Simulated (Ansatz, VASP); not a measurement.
## WC in VASP and in Ansatz

```
W C
1.0
     3.12561    0.00000    0.00000
    -1.56281    2.70686    0.00000
     0.00000    0.00000    5.99352
W C
2 2
Direct
  0.33333 0.66667 0.02236
  0.66667 0.33333 0.52236
  0.33333 0.66667 0.35364
  0.66667 0.33333 0.85364
```

Alike in both runs: functional PBE; k mesh 12 × 12 × 7; occupations fermi-dirac, width 0.05 eV; no spin polarisation.

Ansatz relaxed the structure, and its values are those at the end. VASP's run is a single point on that final structure, the one shown.

|  | VASP | Ansatz |
| --- | --- | --- |
| version | VASP 6.6.1 | Ansatz 0.2.0 |
| potentials or method | VASP PAW PBE potentials, release 64 (W_sv, C) | PAW with Ansatz's default frozen-core files, scalar-relativistic |
| plane-wave cutoff (eV) | 520 | 420 |
| valence electrons in the cell | 36 | 36 |

```tsv
	VASP	Ansatz	Ansatz less VASP
pressure (GPa)	0.7	0.0	-0.72
```

The functional is the same, so the differences come from potentials, cutoffs and numerics.

The runs have no spin-orbit coupling, so splittings on W are missing.
